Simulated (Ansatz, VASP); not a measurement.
**Two plane-wave programs on Si2Mo**

```
Si Mo
1.0
    -1.60856    1.60856    3.93613
     1.60856   -1.60856    3.93613
     1.60856    1.60856   -3.93613
Si Mo
2 1
Direct
  0.33512 0.33512 0.00000
  0.66488 0.66488 0.00000
  0.00000 0.00000 0.00000
```

Alike in both runs: functional PBE; k mesh 11 × 11 × 11; occupations fermi-dirac, width 0.05 eV; no spin polarisation.

Ansatz relaxed the structure, and its values are those at the end. VASP's run is a single point on that final structure, the one shown.

|  | VASP | Ansatz |
| --- | --- | --- |
| version | VASP 6.6.1 | Ansatz 0.2.0 |
| potentials or method | VASP PAW PBE potentials, release 64 (Si, Mo_sv) | plane waves, PAW |
| plane-wave cutoff (eV) | 520 | 420 |
| valence electrons in the cell | 22 | 22 |

```tsv
	VASP	Ansatz	Ansatz less VASP
pressure (GPa)	0.2	0.0	-0.17
```

Ansatz warned: «stress_scf_threshold_loose».
